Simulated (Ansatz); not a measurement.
input.yaml (Ansatz)

```yaml
crystal:
  lattice:
    - [5.9215870908, 1.0e-10, 0.0]
    - [-2.9607935455, 5.1282448513, 0.0]
    - [0.0, 0.0, 1.2827470313]
  atoms:
    - { symbol: C, position: [1.0, 0.0, 0.0] }
    - { symbol: C, position: [0.3333333333, 0.6666666667, 0.5] }
    - { symbol: C, position: [0.6666666667, 0.3333333333, 0.5] }
hamiltonian:
  xc: pbesol
  pseudopotentials:
    kind: paw
    azcp:
      C: "pseudopotentials/C.paw.azcp"
basis:
  ecutwfc: 420
  fft_grid_basis: typed
kpoints:
  mp_grid: { grid: [8, 8, 32], shift: [0, 0, 0] }
magnetization:
  spin_polarized: false
scf:
  occupations: { method: fermi_dirac, width: 0.1 }
```

and its output:

```
Warning: the record states the generating functional pbe (its physics header spells it `PBE`), which answers neither for hamiltonian.xc's functional nor for the pbesol family's — results may be inconsistent (PPs are generated against a specific XC)
Engine: ansatz 0.2.0, aarch64-unknown-linux-gnu
Pseudopotentials: kind: paw
Pseudopotential: C, paw, valence charge 4, recommended cutoff 420 eV (normal) 
Functional definition: PBEsol
  exchange = pbesol_x
  correlation = pbesol_c
Crystal: 3 atoms, lattice volume = 38.954 Å³
Basis set: ecut = 420 eV, 761 PW (Γ)
Bands: 10, of which v1, the nominal top of the filled ones, is band 6 counted from 1 (5 counted from 0)
Symmetry: 24 space group operations
Space group: P6/mmm (ITA 191), of the structure as read, at distance tolerance 3.4e-5 Å
k-points: 170 of 2048
Non-local potential: C, projectors of the file, l = 0: 2, l = 1: 2, l = 2: 1
PAW form: soft (Blöchl's): semilocal exchange-correlation on the pseudo side does not see the compensation charge
PAW frozen core: C, regenerated for the run's functional, and the local potential with it (the file was generated under x = pbe(κ = 0.804, μ = 0.2195149727645171), c = pbe(β = 0.06672455060314922))
PAW one-centre angular grid: C, 110 points (default); XC on 64 Gauss nodes
Initial density: superposition of atomic densities (neutral atoms: chi_scale 0, normalization atom), corrected by the library's trained network
Initial wavefunctions: pseudopotential atomic-orbital guess
Functional: x = pbesol(κ = 0.804, μ = 0.12345679012345678), c = pbesol(β = 0.046)
SCF iter   1: F=—  HF=-736.788838 eV  |F-HF|=—  |Δ(HF+E_count)|=         —  Δρ=5.20e-3  dr2=1.05e-2  ethr=1.77e-3  ⟨swp⟩=4.4  Hψ=10170  notcnv=0
SCF iter   2: F=—  HF=-736.792540 eV  |F-HF|=—  |Δ(HF+E_count)|=   3.70e-3  Δρ=3.48e-3  dr2=5.36e-3  ethr=8.75e-5  ⟨swp⟩=1.2  Hψ=3145  notcnv=0
SCF iter   3: F=—  HF=-736.796017 eV  |F-HF|=—  |Δ(HF+E_count)|=   3.48e-3  Δρ=6.12e-4  dr2=1.67e-4  ethr=4.47e-5  ⟨swp⟩=1.9  Hψ=2373  notcnv=0
SCF iter   4: F=—  HF=-736.796311 eV  |F-HF|=—  |Δ(HF+E_count)|=   2.94e-4  Δρ=1.01e-4  dr2=2.26e-6  ethr=1.39e-6  ⟨swp⟩=2.1  Hψ=2621  notcnv=0
SCF iter   5: F=—  HF=-736.796316 eV  |F-HF|=—  |Δ(HF+E_count)|=   4.36e-6  Δρ=3.17e-5  dr2=2.17e-7  ethr=1.88e-8  ⟨swp⟩=2.2  Hψ=2572  notcnv=0
SCF iter   6: F=-736.796317 eV  HF=-736.796317 eV  |F-HF|=2.22e-8  |Δ(HF+E_count)|=   1.03e-6  Δρ=4.44e-6  dr2=3.61e-9  ethr=8.33e-10  ⟨swp⟩=2.3  Hψ=3467  notcnv=0
SCF 1 converged in 6 iterations: F = -736.796317 eV  dr2 = 3.61e-9
SCF converged after 6 iterations
Free energy (F): -736.796317 eV
Harris-Foulkes:  -736.796317 eV  (|F-HF|=2.22e-8)
Internal energy: -736.784280 eV  (E = F + TS)
E sigma→0 (E₀):  -736.790298 eV
Entropy (-TS):   -0.012037 eV (-4.012 meV/atom)
Fermi energy:    2.584965 eV
--- Per-component energies (eV) ---
  E_band       = -68.807778
  E_kinetic    = 264.967347
  E_local      = -526.557449  (includes V_loc(G=0)·N_el)
  E_nonlocal   = 84.064131
  E_hartree    = 150.792018
  E_xc         = -138.642055
  E_vxc        = -171.860729  (∫ρ·V_xc dr)
  E_paw        = -286.605449  (= ΣΔE_a)
  E_vpaw       = -21.005391  (= ΣTr[D̂ρ^β])
  E_aug_tail   = 0.000026  (compensation charges beyond the density's cutoff)
  E_ewald      = -284.866150
  E_core_change = 0.063302  (= ΣΔE_core)
  E_smearing   = -0.012037  (= −TS)
  E_closure    = 0.000000  (closes the sum)
  Σ components = -736.796317   (vs F -736.796317, Δ=0.00e0)
```
